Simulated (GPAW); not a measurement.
# zigzag V chain, bond 2.761 A: parallel, opposed and spinless runs

Wanted: the moments of zigzag V chain, bond 2.761 A and the energy of each order that was tried.

Main program and level: GPAW 26.7.0; LDA; plane waves with GPAW's PAW setups, scalar-relativistic.

Report form: the programs' logs are mostly left out.

### 1. The structure

The cell holds 2 atoms: 2 V. Its edges and angles: a = 12.000 Å, b = 12.000 Å, c = 3.313 Å, α = 90.0°, β = 90.0°, γ = 90.0°. model lattice. Vacuum lies along a and b. The structure's axis is c.

### 2. Order 1, typed as ferro ++

Parallel moments need no larger cell; this start tests for a ferromagnetic state only.

order1.py reads:

```python
import json
import numpy as np
from ase import Atoms
from ase.parallel import paropen, parprint
from gpaw import GPAW

atoms = Atoms(['V', 'V'],
    cell=[[12.0, 0.0, 0.0],
         [0.0, 12.0, 0.0],
         [0.0, 0.0, 3.3132]],
    scaled_positions=[[0.40796667, 0.5, 0.0],
         [0.59203333, 0.5, 0.5]],
    pbc=True,
    magmoms=[1.5, 1.5])
atoms.calc = GPAW(mode={'name': 'pw', 'ecut': 550},
    xc='LDA',
    kpts={'size': (1, 1, 8), 'gamma': True},
    occupations={'name': 'fermi-dirac', 'width': 0.1},
    convergence={'density': 1e-05, 'energy': 1e-05},
    maxiter=200,
    symmetry={'tolerance': 1e-4},
    txt='order1.txt')
e = atoms.get_potential_energy(force_consistent=True)
res = {'free_energy': e, 'energy_sigma0': atoms.get_potential_energy(), 'fermi_energy': atoms.calc.get_fermi_level()}
res['moments'] = atoms.get_magnetic_moments().tolist()
res['total'] = atoms.get_magnetic_moment()
parprint('site moments (muB):', np.round(res['moments'], 3))
parprint(f"total moment: {res['total']:.3f} muB")
parprint(f'free energy: {e:.6f} eV')
atoms.calc.write('order1.gpw')
with paropen('results.json', 'w') as f:
    json.dump(res, f)
```

Run with:

```bash
OMP_NUM_THREADS=1 python3 order1.py > order1.log
```

It took 63 s on 1 MPI rank of Intel Xeon Platinum 8488C (Sapphire Rapids), shared host; peak memory 0.4 GiB.

Numbers from this step:

| Property | Result |
| --- | --- |
| magnetization | 7.442 μB |
| final state | ferromagnetic |
| largest moment | 2.758 μB |

After 20 cycles the largest moment stands at 2.76 μB.

### 3. Run 2 (antiferro +-)

Reversing part of the moments tests the sign of the couplings between them.

order2.py is the script of step 2 with these lines changed:

```diff
@@ -13,3 +13,3 @@
     pbc=True,
-    magmoms=[1.5, 1.5])
+    magmoms=[1.5, -1.5])
 atoms.calc = GPAW(mode={'name': 'pw', 'ecut': 550},
@@ -21,3 +21,3 @@
     symmetry={'tolerance': 1e-4},
-    txt='order1.txt')
+    txt='order2.txt')
 e = atoms.get_potential_energy(force_consistent=True)
@@ -29,3 +29,3 @@
 parprint(f'free energy: {e:.6f} eV')
-atoms.calc.write('order1.gpw')
+atoms.calc.write('order2.gpw')
 with paropen('results.json', 'w') as f:
```

Run with:

```bash
OMP_NUM_THREADS=1 python3 order2.py > order2.log
```

It took 50 s on 1 MPI rank; peak memory 0.39 GiB.

Read from the output:

| Quantity | Value |
| --- | --- |
| magnetization | 0 μB |
| final state | antiferromagnetic |
| largest moment | 2.524 μB |

It lies 190 meV a seeded atom under the first start, and its largest moment is 2.52 μB against 2.76 μB.

### 4. Run 3 (antiferro q=(0,0,1/2) +-+-)

This order needs a doubled cell of 4 atoms. Its mesh is chosen so that both cells sample the same points.

order3.py reads:

```python
import json
import numpy as np
from ase import Atoms
from ase.parallel import paropen, parprint
from gpaw import GPAW

atoms = Atoms(['V', 'V', 'V', 'V'],
    cell=[[12.0, 0.0, 0.0],
         [0.0, 12.0, 0.0],
         [0.0, 0.0, 6.6264]],
    scaled_positions=[[0.40796667, 0.5, 0.0],
         [0.40796667, 0.5, 0.5],
         [0.59203333, 0.5, 0.25],
         [0.59203333, 0.5, 0.75]],
    pbc=True,
    magmoms=[1.5, -1.5, 1.5, -1.5])
atoms.calc = GPAW(mode={'name': 'pw', 'ecut': 550},
    xc='LDA',
    kpts={'size': (1, 1, 4), 'gamma': True},
    occupations={'name': 'fermi-dirac', 'width': 0.1},
    convergence={'density': 1e-05, 'energy': 1e-05},
    maxiter=200,
    symmetry={'tolerance': 1e-4},
    txt='order3.txt')
e = atoms.get_potential_energy(force_consistent=True)
res = {'free_energy': e, 'energy_sigma0': atoms.get_potential_energy(), 'fermi_energy': atoms.calc.get_fermi_level()}
res['moments'] = atoms.get_magnetic_moments().tolist()
res['total'] = atoms.get_magnetic_moment()
parprint('site moments (muB):', np.round(res['moments'], 3))
parprint(f"total moment: {res['total']:.3f} muB")
parprint(f'free energy: {e:.6f} eV')
atoms.calc.write('order3.gpw')
with paropen('results.json', 'w') as f:
    json.dump(res, f)
```

Run with:

```bash
OMP_NUM_THREADS=1 python3 order3.py > order3.log
```

The job ended after 2.3 min (1 MPI rank; peak memory 0.67 GiB).

Spin moment in the augmentation sphere by atom:

```
atom  spin moment in the augmentation sphere (μB)
  V1                                         2.56
  V2                                        -2.56
  V3                                         2.56
  V4                                        -2.56
```

Numbers from this step:

```yaml
magnetization: 0 μB
final_state: antiferromagnetic
```

It lies 130 meV a seeded atom under the first start, and its largest moment is 2.56 μB against 2.76 μB.

### 5. Order 4, typed as no spin polarisation

This run holds no moments, which gives a state to set the others against.

nospin.py reads:

```python
import json
import numpy as np
from ase import Atoms
from ase.parallel import paropen, parprint
from gpaw import GPAW

atoms = Atoms(['V', 'V'],
    cell=[[12.0, 0.0, 0.0],
         [0.0, 12.0, 0.0],
         [0.0, 0.0, 3.3132]],
    scaled_positions=[[0.40796667, 0.5, 0.0],
         [0.59203333, 0.5, 0.5]],
    pbc=True)
atoms.calc = GPAW(mode={'name': 'pw', 'ecut': 550},
    xc='LDA',
    kpts={'size': (1, 1, 8), 'gamma': True},
    occupations={'name': 'fermi-dirac', 'width': 0.1},
    convergence={'density': 1e-05, 'energy': 1e-05},
    maxiter=200,
    symmetry={'tolerance': 1e-4},
    txt='nospin.txt')
e = atoms.get_potential_energy(force_consistent=True)
res = {'free_energy': e, 'energy_sigma0': atoms.get_potential_energy(), 'fermi_energy': atoms.calc.get_fermi_level()}
parprint(f'free energy: {e:.6f} eV')
atoms.calc.write('nospin.gpw')
with paropen('results.json', 'w') as f:
    json.dump(res, f)
```

Run with:

```bash
OMP_NUM_THREADS=1 python3 nospin.py > nospin.log
```

Elapsed: 24 s, on 1 MPI rank; peak memory 0.29 GiB.

Numbers from this step:

- final state: non-magnetic (no spin polarisation)

It lies 402 meV a seeded atom over the first start.

### 6. The states side by side

These are free energies at a smearing of 0.1 eV, so its entropy term is in the differences. They are divided by the number of seeded atoms, so that cells of unlike size compare. Wavevectors q in the names are fractions of the reciprocal vectors of the first run's cell.

Orders:

```
                     start        final state  typed order kept  energy over the lowest (meV a seeded atom)  largest site moment (μB)  net moment (μB a primitive cell)  mesh matched  CPU time (s)
                  ferro ++      ferromagnetic               yes                                       189.7                     2.758                             7.442           yes         63.32
              antiferro +-  antiferromagnetic               yes                                           0                     2.524                                 0           yes         49.65
antiferro q=(0,0,1/2) +-+-  antiferromagnetic               yes                                       59.82                     2.564                                 0           yes         135.9
      no spin polarisation       non-magnetic                 -                                       591.4                         0                                 0           yes          24.3
```

### 7. Outcome

| Item | Value |
| --- | --- |
| lowest state found | antiferromagnetic (typed antiferro +-) |
| largest site moment | 2.52 μB |
| next state | antiferromagnetic, 59.8 meV a seeded atom higher |
| energy gained by spin polarisation | 591 meV a seeded atom |

**Reading.** The lowest state found is antiferromagnetic, reached from the start antiferro +-, with moments up to 2.52 μB. The next state costs 60 meV a seeded atom. Only 4 starts are shown; other collinear patterns, canted and longer-period orders are not.

[Logs and program files are shortened in this print: banners, set-up blocks, solver, clock and traceback lines can be left out without a mark of their own.]

[Logs are printed without paths, hosts, clocks, repeated set-up lines and the standing remarks that a program may print on its own settings, such as how far it seeks lower states.]

[Hosts, paths, dates, database ids (printed as entryN), source tags and the programs' standing remarks are cut or masked in the printed files.]

[Where a cell is said to come from a database of computed structures, the database is the Materials Project.]
